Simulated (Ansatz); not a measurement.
CuO:

```
CELL_PARAMETERS angstrom
2.87950 0.00000 0.00000
0.03907 2.87928 0.00000
0.01750 0.01724 5.17634
ATOMIC_POSITIONS crystal
Cu 0.00000 0.50000 0.00000
Cu 0.50000 0.00000 0.50000
O 0.99842 0.00167 0.74989
O 0.00158 0.99833 0.25011
```

The cell comes from a database or a generator and needn't be the stable form of this composition.

- Program: Ansatz 0.2.0
- Task: relaxation of cell and atoms
- Functional: PBE
- Potentials or basis: all-electron LAPW, scalar-relativistic
- Basis error allowed: 0.002 eV/atom
- k mesh: 7 × 7 × 4
- Occupations: fermi-dirac, width 0.05 eV
- Spin: no spin polarisation

At the start: volume 10.73 Å³/atom.

How do energy, volume and symmetry change on relaxing?

Over 6 steps the energy falls by 9.4 meV/atom and the volume is 11.19 Å³/atom (+4.3 %); space group P4_2/mmc (No. 131, to 0.05 Å).

Step by step:
```
step  energy change (eV)  largest force (eV/Å)  volume (Å³)
   1              0.0000                0.0119        42.92
   2             -0.0283                0.0088        43.83
   3             -0.0372                0.0046        44.71
   4             -0.0373                0.0032        44.78
   5             -0.0373                0.0003        44.78
   6             -0.0374                0.0003        44.78
```

Final structure:
```
Cu O
1.0
     2.94730   -0.01716   -0.00455
     0.02283    2.94727   -0.00453
     0.00963    0.00951    5.15450
Cu O
2 2
Direct
  0.00000 0.50000 0.00000
  0.50000 0.00000 0.50000
  0.99988 0.00012 0.75000
  0.00012 0.99988 0.25000
```

Caveat: the k mesh is thin for a metal, which can move the energy by tens of meV per atom; the run has no spin polarisation, though such a crystal can be magnetic.
